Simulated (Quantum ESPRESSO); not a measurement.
Crystal: TaN.

```xyz
2
Lattice="0.0000 2.2113 2.2113 2.2113 0.0000 2.2113 2.2113 2.2113 0.0000" Properties=species:S:1:pos:R:3 pbc="T T T"
Ta    2.2113    2.2113    2.2113
N     0.0000    0.0000    0.0000
```

The cell comes from a database or a generator and needn't be the stable form of this composition.

* Program: Quantum ESPRESSO 7.5
* Task: phonons and electron-phonon coupling
* Functional: PBEsol
* Potentials or basis: GBRV 1.5 PBEsol
* Cutoff: 762 eV
* Density cutoff: 6095 eV
* k mesh: 8 × 8 × 8
* Occupations: methfessel-paxton, width 0.272 eV
* Spin: no spin polarisation
* Mixing beta: 0.5
* Most SCF iterations: 120
* SCF threshold: 4e-10 Ry
* q mesh: 4 × 4 × 4

The cell and the atoms were relaxed first, to 10.48 Å³/atom (a = 3.095 Å, b = 3.095 Å, c = 3.095 Å, α = 60.00°, β = 60.00°, γ = 60.00°), and the response was taken there.

Is this structure dynamically stable at this level, and how far does the spectrum reach?

No: the interpolated spectrum has imaginary modes, down to 239i cm⁻¹ near X. The highest frequency is 615 cm⁻¹.

Phonon frequencies at the corners of the path (cm⁻¹, interpolated; i marks imaginary ones):
| point | frequencies |
| --- | --- |
| Γ | 0 0 0 442 442 442 |
| X | 239i 69i 69i 452 462 462 |
| W | 216i 216i 89 375 375 590 |
| K | 183i 96i 72i 405 514 536 |
| L | 26i 78 78 477 559 559 |
| U | 183i 96i 72i 405 514 536 |

Phonon states per cell in windows of 50 cm⁻¹ (negative: imaginary):
| from (cm⁻¹) | total | Ta | N |
| --- | --- | --- | --- |
| -250 | 0.03 | 0.03 | 0.01 |
| -200 | 0.19 | 0.16 | 0.04 |
| -150 | 0.28 | 0.25 | 0.04 |
| -100 | 0.31 | 0.29 | 0.03 |
| -50 | 0.28 | 0.26 | 0.02 |
| 0 | 0.32 | 0.30 | 0.02 |
| 50 | 1.00 | 0.97 | 0.03 |
| 100 | 0.57 | 0.57 | 0.01 |
| 150 | 0.00 | 0.00 | 0.00 |
| 200 | 0.00 | 0.00 | 0.00 |
| 250 | 0.00 | 0.00 | 0.00 |
| 300 | 0.00 | 0.00 | 0.00 |
| 350 | 0.10 | 0.02 | 0.09 |
| 400 | 0.62 | 0.07 | 0.55 |
| 450 | 0.68 | 0.05 | 0.63 |
| 500 | 0.55 | 0.02 | 0.53 |
| 550 | 0.89 | 0.01 | 0.88 |
| 600 | 0.16 | 0.00 | 0.15 |

Caveat: the mesh is thin for the phonons of a metal; some modes are imaginary; the interpolated spectrum has imaginary branches, which spoil the λ, ω_log and α²F that the log prints; λ from interpolated matrix elements is rough: modes that symmetry makes equal can differ by tens of percent.
